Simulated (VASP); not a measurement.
**MgO: single point with HSE06**

The system is MgO.

```
Mg O
1.0
     2.68920    0.00000    0.00000
     0.00000    2.68920    0.00000
     0.00000    0.00000    2.62335
Mg O
1 1
Direct
  0.00000 0.00000 0.00000
  0.50000 0.50000 0.50000
```

The cell was built by a generator and needn't be a form met in nature.

The cell isn't the ideal one: biaxial_xy strain +2.5%.

```yaml
Program: VASP 6.6.1
Task: single point
Functional: HSE06
Potentials_or_basis: VASP PAW PBE potentials, release 64 (Mg, O)
Cutoff: 520 eV
k_mesh: 6 × 6 × 6
Occupations: gaussian, width 0.01 eV
Spin: no spin polarisation
```

The pressure is -8.1 GPa and the band gap on the k mesh is 3.47 eV, indirect (least direct gap 4.42 eV).

Stress tensor (GPa, compression positive):
```
-13.43   0.00   0.00
  0.00 -13.43   0.00
  0.00   0.00   2.47
```

Levels at points of the mesh, in eV from the valence-band top:
| k point | band 2 | band 3 | band 4 | band 5 | band 6 | band 7 |
| --- | --- | --- | --- | --- | --- | --- |
| (0.00, 0.00, 0.00) | -1.31 | -1.31 | -0.95 | 3.47 | 11.66 | 12.16 |
| (0.50, 0.00, 0.00) | -6.89 | -0.85 | -0.52 | 8.28 | 10.78 | 16.04 |
| (0.50, 0.50, 0.00) | -5.08 | -5.08 | 0.00 | 5.94 | 13.78 | 13.78 |
| (0.00, 0.00, 0.50) | -6.77 | -0.78 | -0.78 | 8.02 | 11.02 | 16.05 |
| (0.50, 0.00, 0.50) | -5.01 | -4.95 | -0.21 | 6.32 | 13.45 | 13.87 |
| (0.50, 0.50, 0.50) | -3.92 | -3.85 | -3.85 | 8.65 | 8.86 | 8.86 |

Wall time 4.8 min on 1 thread of Intel(R) Xeon(R) 6975P-C (Granite Rapids), on a shared host, peak memory 0.24 GiB.

Caveat: the PAW data sets were made with another functional, which shifts forces and pressure a little. A k mesh can miss the band edges.
